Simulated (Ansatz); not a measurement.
# W4C: the cost of one run

Method: DFT PBE, scalar-relativistic, plane waves, PAW, in Ansatz 0.2.0.

## 1. The system as given

Symmetry: Pmm2, No. 25, orthorhombic system. Conventional cell: a = 2.855 Å, b = 4.037 Å, c = 19.457 Å, α = 90.00°, β = 90.00°, γ = 90.00°. W (site symmetry mm2) has 7 W at 2.84 to 2.85 Å as nearest neighbours. Around W (site symmetry mm2) lie 11 W at 2.53 to 2.85 Å. W (site symmetry mm2) is surrounded by 2 C at 2.09 Å. W (site symmetry mm2) has 2 C at 2.06 Å as nearest neighbours. C (site symmetry mm2) is surrounded by 4 W at 2.06 to 2.09 Å.

Coordinates:

```
W C
1.0
     2.85472    0.00000    0.00000
     0.00000    4.03719    0.00000
     0.00000    0.00000   19.45703
W C
4 1
Direct
  0.50000 0.50000 0.20558
  0.00000 0.00000 0.27894
  0.50000 0.50000 0.35139
  0.00000 0.00000 0.40895
  0.00000 0.50000 0.42969
```

This is the geometry at the first point of the grid.

## 4. Setting up the map

Atoms count from 1 in the order of the input.

C is moved over the surface cell; relaxed at each place: the height of the adsorbate's atoms; substrate rigid; the origin of the map has the adsorbate above W4.

First coordinate, position of C5 along the first surface vector, from above W4: 6 values from 0.000 to 0.833, periodic. Second coordinate, position of C5 along the second surface vector, from above W4: 10 values from 0.0 to 0.9, periodic.

Relaxed at each point: the height of the adsorbate's atoms; substrate rigid. Points are written as (first, second).

The two vectors of the plane (Å): (2.855, 0.000, 0.000); (0.000, 4.037, 0.000).

(The set-up runs are not shown.)

## 5. The run at (3/6, 0/10) of the map's two axes

Input file input.yaml:

```yaml
crystal:
  lattice:
    - [2.8547213223, 0.0, 0.0]
    - [0.0, 4.0371856107, 0.0]
    - [0.0, 0.0, 19.4570327473]
  atoms:
    - { symbol: W, position: [0.5, 0.5, 0.2055811928] }
    - { symbol: W, position: [0.0, 0.0, 0.2789408195] }
    - { symbol: W, position: [0.5, 0.5, 0.351392669] }
    - { symbol: W, position: [0.0, 0.0, 0.4089540708] }
    - { symbol: C, position: [0.5, 0.0, 0.4819353942] }
basis:
  ecutwfc: 420
kpoints:
  mp_grid: { grid: [9, 7, 1] }
hamiltonian:
  xc: pbe
  pseudopotentials: { kind: paw, azcp: { folder: soft_1 } }
scf:
  occupations: { method: gaussian, width: 0.1 }
output:
  forces: true
  eigenvalues: true
relax:
  adjacent_minimum: "off"
  f_tol: 0.025
  max_steps: 16
  constraints: [{ sites: [0, 1, 2, 3] }, { sites: [4], fix: xy }]
efield:
  axis: 3
  dipole_correction: true
  ramp_width: 0.04
```

Started as:

```bash
$ ansatz run input.yaml --threads 2 --pin off --max-ram 6144MiB --backend cpu --events-out ev --progress --plain --runs-dir out
```

Q: Estimate wall time and peak memory on 2 threads of Arm Neoverse V1, shared host.

About 37 s, with a peak of 0.48 GiB.
